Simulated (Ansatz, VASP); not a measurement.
**GaP in VASP and in Ansatz**

Contents of INCAR:

```
SYSTEM = GaP
PREC     = Accurate       ! precision mode
ENCUT    = 520            ! plane-wave cutoff, eV
EDIFF    = 1E-6           ! SCF threshold, eV
ISMEAR   = 0              ! smearing method
SIGMA    = 0.01           ! smearing width, eV
LREAL    = .FALSE.        ! projectors in reciprocal space
LASPH    = .TRUE.         ! aspherical terms in the spheres
NELM     = 60             ! most SCF steps
ALGO     = Normal         ! electronic algorithm
ISIF     = 2              ! what is computed and relaxed
LWAVE    = .FALSE.        ! write WAVECAR
LCHARG   = .FALSE.        ! write CHGCAR
GGA      = CA             ! functional
NBANDS   = 16             ! bands
```

The input KPOINTS:

```
Automatic mesh
0
G
  8 8 8
  0 0 0
```

The input POSCAR:

```
GaP
1.0
    0.0000000000      2.7253992957      2.7253992957
    2.7253992957      0.0000000000      2.7253992957
    2.7253992957      2.7253992957      0.0000000000
Ga P
1 1
Direct
    0.0000000000      0.0000000000      0.0000000000
    0.2500000000      0.2500000000      0.2500000000
```

Input for Ansatz:

```yaml
crystal:
  lattice:
    - [0.0, 2.7253992957, 2.7253992957]
    - [2.7253992957, 0.0, 2.7253992957]
    - [2.7253992957, 2.7253992957, 0.0]
  atoms:
    - { symbol: Ga, position: [0.0, 0.0, 0.0] }
    - { symbol: P, position: [0.25, 0.25, 0.25] }
kpoints:
  mp_grid: { grid: [8, 8, 8] }
hamiltonian:
  xc: lda
scf:
  occupations: { method: fixed }
output:
  optics: { e_range: [0, 13], de: 0.05, sigma: 0.1, bands: auto }
```

Alike in both runs: task single point; functional LDA; k mesh 8 × 8 × 8; no spin polarisation.

|  | VASP | Ansatz |
| --- | --- | --- |
| version | VASP 6.6.1 | Ansatz 0.2.0 |
| potentials or method | VASP PAW LDA potentials, release 64 (Ga_d, P) | plane waves, PAW |
| plane-wave cutoff (eV) | 520 | 420 |
| occupations | gaussian, width 0.01 eV | fixed |
| valence electrons in the cell | 18 | 18 |

```tsv
	VASP	Ansatz	Ansatz less VASP
gap on the k mesh at the Fermi level (eV)	1.49	1.49	-0.002
```

A k mesh can miss the band edges. A hybrid or GW would open this gap; LDA tends to underestimate it.
